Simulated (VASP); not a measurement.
Input of a VASP 6.6.1 run:

INCAR

```
PREC     = Accurate       # precision mode
ENCUT    = 520            # plane-wave cutoff, eV
EDIFF    = 1E-7           # SCF threshold, eV
ISMEAR   = 0              # smearing method
SIGMA    = 0.1            # smearing width, eV
LREAL    = F              # projectors in reciprocal space
LASPH    = T              # aspherical terms in the spheres
NELM     = 100            # most SCF steps
ALGO     = Normal         # electronic algorithm
ISIF     = 2              # what is computed and relaxed
LWAVE    = F              # write WAVECAR
LCHARG   = F              # write CHGCAR
GGA      = CA             # functional
NBANDS   = 24             # bands
```

Contents of KPOINTS:

```
Automatic mesh
0
Gamma
  6 6 6
```

POSCAR

```
TePt
1.0
    1.9815661262      1.1440577364      6.6610305258
   -1.9815661262      1.1440577364      6.6610305258
    0.0000000000     -2.2881154728      6.6610305258
Te Pt
2 2
Direct
    0.5980000000      0.5980000000      0.5980000000
    0.4020000000      0.4020000000      0.4020000000
    0.8703333333      0.8703333333      0.8703333333
    0.1296666667      0.1296666667      0.1296666667
```

Potentials or basis: VASP PAW LDA potentials, release 64 (Te, Pt).

Launch:

```console
$ cat potpaw_LDA.64/Te/POTCAR potpaw_LDA.64/Pt/POTCAR > POTCAR
$ mpirun -np 1 vasp_std > vasp.out
```

Q: What does it give for the pressure?

A: -2.6 GPa.

Q: Predict the band gap on the k mesh.

A: None (metal or under the smearing width).

Stress tensor (GPa, compression positive):
```
-2.65  0.00  0.00
 0.00 -2.65  0.00
 0.00  0.00 -2.42
```

Spin-orbit coupling is left out, which matters for the levels of Pt, Te.
